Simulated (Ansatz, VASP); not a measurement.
## One calculation of CdTe, two programs

Contents of INCAR:

```
SYSTEM = CdTe
ALGO = Normal ; EDIFF = 1E-6
ENCUT = 520 ; GGA = PE
ISIF = 2 ; ISMEAR = -1
LASPH = .TRUE. ; LCHARG = .FALSE.
LREAL = .FALSE. ; LWAVE = .FALSE.
NBANDS = 16 ; NELM = 60
PREC = Accurate ; SIGMA = 0.05
```

Contents of KPOINTS:

```
k-points
0
G
  11 11 11
  0 0 0
```

Contents of POSCAR:

```
CdTe
1.0
    0.0000000000      2.9341934158      2.9341934158
    2.9341934158      0.0000000000      2.9341934158
    2.9341934158      2.9341934158      0.0000000000
Cd Te
1 1
Direct
    0.0000000000      0.0000000000      0.0000000000
    0.5000000000      0.5000000000      0.5000000000
```

Input for Ansatz:

```yaml
crystal:
  lattice:
    - [0.0, 2.9341934158, 2.9341934158]
    - [2.9341934158, 0.0, 2.9341934158]
    - [2.9341934158, 2.9341934158, 0.0]
  atoms:
    - { symbol: Cd, position: [0.0, 0.0, 0.0] }
    - { symbol: Te, position: [0.5, 0.5, 0.5] }
kpoints:
  mp_grid: { grid: [11, 11, 11] }
scf:
  occupations: { method: fermi_dirac, width: 0.05 }
hamiltonian:
  xc: pbe
  pseudopotentials: { kind: all_electron, lapw: { basis_error: 0.001 } }
output:
  forces: true
  stress: true
  eigenvalues: true
  populations: true
```

Change from the starting cell: volume scaled by 0.88, LAPW.

Alike in both runs: task single point; functional PBE; k mesh 11 × 11 × 11; occupations fermi-dirac, width 0.05 eV; no spin polarisation.

|  | VASP | Ansatz |
| --- | --- | --- |
| version | VASP 6.6.1 | Ansatz 0.2.0 |
| potentials or method | VASP PAW PBE potentials, release 64 (Cd, Te) | all-electron LAPW, scalar-relativistic |
| plane-wave cutoff (eV) | 520 | see its input |

|  | VASP | Ansatz | Ansatz less VASP |
| --- | --- | --- | --- |
| pressure (GPa) | 8.5 | 8.2 | -0.27 |

Ansatz ran all-electron here, so the differences hold the error of VASP's frozen core and of both bases.

The runs have no spin-orbit coupling, so splittings on Te are missing.
